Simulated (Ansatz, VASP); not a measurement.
## V: VASP beside Ansatz

```xyz
1
Lattice="-1.5129 1.5129 1.5129 1.5129 -1.5129 1.5129 1.5129 1.5129 -1.5129" Properties=species:S:1:pos:R:3 pbc="T T T"
V     0.0000    0.0000    0.0000
```

Alike in both runs: task relaxation of cell and atoms; functional LDA; k mesh 10 × 10 × 10; occupations gaussian, width 0.1 eV; no spin polarisation.

```csv
,VASP,Ansatz
version,VASP 6.6.1,Ansatz 0.2.0
potentials or method,"VASP PAW LDA potentials, release 64 (V_sv)","scalar-relativistic, plane waves, PAW"
plane-wave cutoff (eV),600,420
valence electrons in the cell,13,13
```

```tsv
	VASP	Ansatz	Ansatz less VASP
gap on the k mesh at the Fermi level, each at its own relaxed structure (eV)	none	none	-
relaxed volume (Å³/atom)	12.66	12.63	-0.031
relaxed cell length with the largest relative difference (Å)	2.543	2.541	-0.0021
energy change over the relaxation (meV/atom)	-66	-69	-2.5
```

A gap of «none» marks a metal or a gap that the smearing closes. Ansatz warned: «pseudo_functional_mismatch».

 Zero-point motion and thermal expansion aren't in these numbers. LDA usually gives volumes a few per cent too small.
